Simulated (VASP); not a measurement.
The system is GaP.

```
Ga P
1.0
     0.00000    2.71842    2.71842
     2.71842    0.00000    2.71842
     2.71842    2.71842    0.00000
Ga P
1 1
Direct
  0.00000 0.00000 0.00000
  0.25000 0.25000 0.25000
```

Base run:

| Item | Value |
| --- | --- |
| Program | VASP 6.6.1 |
| Functional | HSE06 |
| Potentials or basis | VASP PAW PBE potentials, release 64 (Ga_d, P) |
| Cutoff | 520 eV |
| k mesh | 6 × 6 × 6 |
| Occupations | gaussian, width 0.03 eV |
| Spin | no spin polarisation |

Its results: band gap on the k mesh 2.29 eV, indirect (least direct gap 2.88 eV); pressure 1.2 GPa.

**Question.** The run is repeated on the same cell with these changes: functional from HSE06 to PBE. What comes out?

**Answer.** Band gap on the k mesh 1.64 eV, indirect (least direct gap 1.89 eV); pressure 3.1 GPa.

HSE06 gives the wider gap, since exact exchange removes part of the self-interaction.

Caveats: the PAW data sets were made with another functional, which shifts forces and pressure a little (some runs).
